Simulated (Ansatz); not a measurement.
# CoSi (rocksalt type): how the settings move a single-point run

How sensitive is a single-point run of CoSi (rocksalt type) to its settings? A reference run comes first, then one run with altered input.

Computed with Ansatz 0.2.0 (reference: DFT, r2SCAN, all-electron PAW with datasets made for the crystal, scalar-relativistic, unless a step's input says otherwise).

### 1 The starting structure

Symmetry: Fm-3m, No. 225, cubic system. Conventional cell: a = 3.794 Å, b = 3.794 Å, c = 3.794 Å, α = 90.00°, β = 90.00°, γ = 90.00°. Co (site symmetry m-3m) is surrounded by 6 Si at 1.90 Å. Si (site symmetry m-3m) is surrounded by 6 Co at 1.90 Å.

As a file:

```cif
data_structure
_symmetry_space_group_name_H-M 'P 1'
_symmetry_Int_Tables_number 1
_cell_length_a 2.6827
_cell_length_b 2.6827
_cell_length_c 2.6827
_cell_angle_alpha 60.000
_cell_angle_beta 60.000
_cell_angle_gamma 60.000
_cell_volume 13.65
loop_
_atom_site_label
_atom_site_type_symbol
_atom_site_fract_x
_atom_site_fract_y
_atom_site_fract_z
_atom_site_occupancy
Co1 Co 0.00000 0.00000 0.00000 1
Si1 Si 0.50000 0.50000 0.50000 1
```

### 2 Reference

input.yaml reads:

```yaml
crystal:
  lattice:
    - [0.0, 1.896927397, 1.896927397]
    - [1.896927397, 0.0, 1.896927397]
    - [1.896927397, 1.896927397, 0.0]
  atoms:
    - { symbol: Co, position: [0.0, 0.0, 0.0] }
    - { symbol: Si, position: [0.5, 0.5, 0.5] }
kpoints:
  mp_grid: { grid: [14, 14, 14] }
scf:
  occupations: { method: fermi_dirac, width: 0.1 }
hamiltonian:
  xc: r2scan
  pseudopotentials: { kind: all_electron, datasets: crystal }
output:
  forces: true
  stress: true
  eigenvalues: true
```

The run is started by

```sh
$ ansatz run input.yaml --threads 1 --pin off --max-ram 2048MiB --backend cpu --events-out ev --progress --plain --runs-dir out
```

### 3 Changed: mp_grid.shift [0.5, 0.5, 0.5]

Changes to input.yaml since step 2:

```diff
@@ -9,3 +9,3 @@
 kpoints:
-  mp_grid: { grid: [14, 14, 14] }
+  mp_grid: { grid: [14, 14, 14], shift: [0.5, 0.5, 0.5] }
 scf:
```

**Question.** What will these runs give? Wanted: for each run, ending; energy change; pressure; gap; force.

The runs gave:

| run | ending | energy change | pressure (GPa) | gap (eV) | force (eV/Å) | cycles | time |
| --- | --- | --- | --- | --- | --- | --- | --- |
| reference | converged | 0 | 357.4 | 0.00 | 0.00 | 10 | 27 s |
| 1: mp_grid.shift [0.5, 0.5, 0.5] | converged | -0.6 meV/atom | 357.3 | 0.00 | 0.00 | 10 | 68 s |

Residual by cycle in the longest SCF loop of each run; runs are numbered as in the table. The quantity is the density residual dr2, in eV.

| cycle | reference | run 1 |
| --- | --- | --- |
| 1 | 2.89 | 2.92 |
| 2 | 0.355 | 0.368 |
| 3 | 1.21 | 1.22 |
| 4 | 0.0474 | 0.0499 |
| 5 | 0.00556 | 0.00563 |
| 6 | 0.00278 | 0.00256 |
| 7 | 1.2e-4 | 1.1e-4 |
| 8 | 7.6e-7 | 6.9e-7 |
| 9 | 2.0e-7 | 2.0e-7 |
| 10 | 1.5e-8 | 2.0e-8 |

**Reading.** Changing the k-point mesh moves the energy by -0.6 meV/atom. Sampling errors of the energy have no fixed sign. Cost: 68 s against 27 s. The structure is not at rest: the sound run finds 357 GPa, so these are no properties of the relaxed crystal. The reference leaves spin out although Co can carry a moment, so its state need not be the lowest.
